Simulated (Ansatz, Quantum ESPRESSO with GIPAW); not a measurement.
# TiO2: working out the 17O quadrupolar coupling

A plane-wave PAW calculation (PBEsol, Ansatz) gives this electric field gradient, in 10²¹ V/m² and Cartesian axes, at one O site of TiO2 (atom 4; bridging Ti-O-Ti, 137°; site symmetry 1):

```
     -0.2712       -0.5762       -0.7739
     -0.5762        0.0610        0.7618
     -0.7739        0.7618        0.2103
```

17O has spin 5/2, Q = -0.02558 barn and |γ|/2π = 5.7742 MHz/T. The cell is the P3_121 form of a database entry, atoms relaxed, static and at 0 K. 

**Task.** Find C_Q, η_Q and ν_Q, and the shift and width of the central transition under fast MAS at 14.1 T and 18.8 T.

1. The tensor is symmetric and traceless. Its eigenvalues, ordered by size, are V_xx = -0.5996, V_yy = -0.8414 and V_zz = 1.4410.

2. η_Q = (V_xx − V_yy)/V_zz = 0.168.

3. C_Q = eQV_zz/h. One unit of 10²¹ V/m² with one barn gives 24.18 MHz, so C_Q = 24.18 × −0.02558 × 1.4410 = -0.891 MHz. A spectrum shows its size, not its sign.

4. ν_Q = 3C_Q/[2I(2I−1)] = 0.134 MHz in size, and P_Q = |C_Q|√(1 + η²/3) = 0.895 MHz.

5. The resonances lie at ν0 = 81.42 and 108.56 MHz, so ν_Q/ν0 is 0.002 at most and second order holds. The centre of gravity moves by δ_Q = −(3/40)(P_Q/ν0)² F × 10⁶ ppm, with F = [I(I+1) − 3/4]/[I²(2I−1)²] = 0.08: -0.726 ppm at 14.1 T and -0.408 ppm at 18.8 T.

6. Summing the second-order term over orientations gives a full width of 1.63 ppm (0.13 kHz) and 0.916 ppm (0.099 kHz). In ppm both fall as 1/B²: (14.1/18.8)² = 0.562. The spinning rate must pass the static width for this shape to show cleanly.

[Banner, clock, file and message-heading lines were taken out of the pw.x and gipaw.x logs.]

[Logs are printed without paths, hosts, clocks, repeated set-up lines and the standing remarks that a program may print on its own settings, such as how far it seeks lower states.]

[Hosts, paths, dates, database ids (printed as entryN), source tags and the programs' standing remarks are cut or masked in the printed files.]
